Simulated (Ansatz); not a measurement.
This is a one-shot G0W0 calculation with Ansatz 0.2.0 on MgO (rocksalt); the level of theory is G0W0@PBE with 30 empty bands, a screening cutoff of 80 eV and an 8×8×8 mesh. The geometry is the r2SCAN minimum.

```yaml
crystal:
  lattice:
    - [0.0, 2.1021674163, 2.1021674163]
    - [2.1021674163, 0.0, 2.1021674163]
    - [2.1021674163, 2.1021674163, 0.0]
  atoms:
    - { symbol: Mg, position: [0.0, 0.0, 0.0] }
    - { symbol: O, position: [0.5, 0.5, 0.5] }
kpoints:
  mp_grid: { grid: [8, 8, 8] }
hamiltonian:
  xc: pbe
scf:
  occupations: { method: fixed }
gw:
  n_empty_bands: 30
  ecut_chi: 80
  qp_bands: [v2, c2]
  qp_kpoints: band_edges
  screening: { model: contour_deformation }
```

The output follows, shortened, with numbered blanks.
```
Functional definition: PBE
Crystal: 2 atoms, lattice volume = 18.579 Å³
Basis set: ecut = 420 eV, 339 PW (Γ)
Bands: 12, of which v1, the nominal top of the filled ones, is band 8 counted from 1 (7 counted from 0)
Symmetry: 48 space group operations
Space group: Fm-3m (ITA 225)
k-points: 29 of 512
Free energy (F): -2494.127702 eV
Fermi energy:    8.203478 eV
--- G₀W₀: contour deformation, 6 samples at zero and on the imaginary axis and 4 off it, 512 q-points, 30 empty bands' worth ---
    ik  band        ε_KS         Σx   Σc(E_QP)       V_xc       Z   E_QP_lin       E_QP  E_QP is
     0     7      8.2035   -26.4429     4.4902   -20.9369  0.7959     7.1783     7.1876  root
     0     8      8.2035   -26.4429     4.4902   -20.9369  0.7959     7.1783     7.1876  root
     0     9     13.0004   -10.1207    -3.5807   -14.8432  0.8509    14.1495    14.1422  root
     0    10     24.0570    -3.7089    -4.6526    -9.5991  0.8359    25.3112    25.2945  root
     1     7      8.0998   -26.3384     4.5102   -20.7873  0.7955  [1]
     1     8      8.0998   -26.3384     4.5102   -20.7873  0.7955     7.0491     7.0590  root
     1     9     13.9123   -10.9196    -3.5016   -15.7010  0.8439    15.2019    15.1922  root
     1    10     22.3694    -4.0916    -4.6501    -9.9218  0.8326    23.5649    23.5495  root
     2     7      7.8612   -26.1085     4.5549   -20.4582  0.7944     6.7546     6.7659  root
     2     8      7.8612   -26.1085     4.5549   -20.4582  0.7944  [2]
     2     9     15.3582   -10.1934    -3.7810   -15.3680  0.8400    16.7651    16.7518  root
     2    10     20.8270    -6.1193    -4.5785   -12.1200  0.8270    22.2697    22.2492  root
     3     7      7.6367   -25.9058     4.5957   -20.1674  0.7933     6.4815     6.4942  root
     3     8      7.6367   -25.9058     4.5957   -20.1674  0.7933     6.4815     6.4942  root
     3     9     16.0653    -7.9617    -3.9946   -13.1764  0.8471    17.2958    17.2855  root
     3    10     20.6440    -9.3015    -4.7530   -15.9457  0.8066    22.5762    22.5352  root
     4     7      7.5473   -25.8289     4.6118   -20.0568  0.7928  [3]
     4     8      7.5473   -25.8289     4.6118   -20.0568  0.7928     6.3738     6.3870  root
     4     9     16.1568    -7.0609    -4.0264   -12.2029  0.8512    17.2809    17.2724  root
     4    10     20.8788   -10.6337    -4.9331   -17.6702  0.7963    23.0424    22.9822  root
     5     7      7.9715   -26.2267     4.5196   -20.6337  0.7952     6.8875     6.8982  root
     5     8      7.9715   -26.2267     4.5196   -20.6337  0.7952     6.8875     6.8982  root
     5     9     14.2084   -11.1539    -3.5009   -15.9903  0.8417    15.5549    15.5440  root
     5    10     21.8585    -3.4827    -4.5594    -9.1170  0.8392    22.9453    22.9334  root
     6     7      7.7170   -25.9177     4.5428   -20.2463  0.7943     6.5763     6.5885  root
     6     8      7.7230   -26.0154     4.5591   -20.3262  0.7942     6.5807     6.5929  root
     6     9     15.5054   -10.9853    -3.7334   -16.2142  0.8358  [4]
     6    10     20.5197    -4.4926    -4.4528   -10.1154  0.8392  [5]
    10     7      7.2141   -25.3820     4.5672   -19.5792  0.7928     5.9630     5.9784  root
    10     8      7.7850   -26.0294     4.5777   -20.3418  0.7938  [6]
    10     9     16.3183   -10.0200    -3.9354   -15.4432  0.8357    17.8228    17.8060  root
    10    10     20.3348    -6.6084    -4.5034   -12.5776  0.8267    21.8224    21.8006  root
    11     7      7.6791   -25.8803     4.5343   -20.2056  0.7944     6.5262     6.5387  root
    11     8      8.0187   -26.2501     4.5358   -20.6564  0.7949     6.9505     6.9608  root
    11     9     14.9915   -11.0872    -3.6366   -16.1566  0.8380    16.4381    16.4243  root
    11    10     21.1476    -4.5648    -4.5362   -10.3008  0.8351    22.3616    22.3474  root
  […]
```

The points are ik 0 = (0, 0, 0) (Γ), ik 1 = (0, 0, 1/8), ik 2 = (0, 0, 1/4), ik 3 = (0, 0, 3/8), ik 4 = (0, 0, -1/2), ik 5 = (0, 1/8, 1/8), ik 6 = (0, 1/8, 1/4), ik 10 = (0, 1/8, -1/4), ik 11 = (0, 1/8, -1/8), ik 17 = (0, 3/8, 3/8), ik 18 = (0, 3/8, -1/2), ik 20 = (0, -1/2, -1/2); band 8 is the last filled one.

Q: Give the withheld lines. They hold quasiparticle rows.

A:
```
[1]
     1     7      8.0998   -26.3384     4.5102   -20.7873  0.7955     7.0491     7.0590  root
[2]
     2     8      7.8612   -26.1085     4.5549   -20.4582  0.7944     6.7546     6.7659  root
[3]
     4     7      7.5473   -25.8289     4.6118   -20.0568  0.7928     6.3738     6.3870  root
[4]
     6     9     15.5054   -10.9853    -3.7334   -16.2142  0.8358    17.0168    17.0009  root
[5]
     6    10     20.5197    -4.4926    -4.4528   -10.1154  0.8392    21.7026    21.6897  root
[6]
    10     8      7.7850   -26.0294     4.5777   -20.3418  0.7938     6.6633     6.6750  root
```
The trailing digits, and the zero of the energies, depend on the potentials and thresholds.

Over the mesh points the PBE gap of 4.80 eV becomes a quasiparticle gap of 6.95 eV (direct at Γ), a change of +2.15 eV. Renormalisation factors Z lie between 0.78 and 0.86. G0W0 values are finite-basis, finite-mesh values.

Command: `ansatz run input.yaml --threads 2 --pin off --max-ram 3686MiB --backend cpu --events-out ev --progress --plain --runs-dir out`. It took 23 s on 2 threads of Intel(R) Xeon(R) Platinum 8259CL CPU @ 2.50GHz (Skylake/Cascade Lake) (shared host), load about 0.3 per core; peak host memory 0.35 GiB.

(Simulation; spin polarisation is off.)
